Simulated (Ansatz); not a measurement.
BaTiO3:

```xyz
5
Lattice="3.9998 0.0000 0.0000 0.0000 3.9998 0.0000 0.0000 0.0000 4.0180" Properties=species:S:1:pos:R:3 pbc="T T T"
Ba    0.0000    0.0000    0.0000
Ti    1.9999    1.9999    1.9688
O     0.0000    1.9999    2.0773
O     1.9999    0.0000    2.0773
O     1.9999    1.9999    0.0763
```

Program: Ansatz 0.2.0. Alike in all runs: potentials or basis all-electron LAPW, scalar-relativistic; no spin polarisation; cell as given; k mesh 7 × 7 × 7; cutoff (eV) 400; smearing fermi-dirac 0.05 eV; basis error allowed 0.002 eV/atom.

Order these runs on this cell by their pressure, lowest first.
A. level PBEsol+U; U Ti d U = 2 eV
B. level revPBE
C. level PBEsol+U; U Ti d U = 6 eV
D. level BLYP
E. level LDA

E (-8.5 GPa), A (-3.2 GPa), C (-1.7 GPa), B (5.5 GPa), D (8.1 GPa).

Caveats: U is the effective U less J, on atomic orbitals that reach past the spheres (some runs).

Runs at the PBE level aren't shown here.
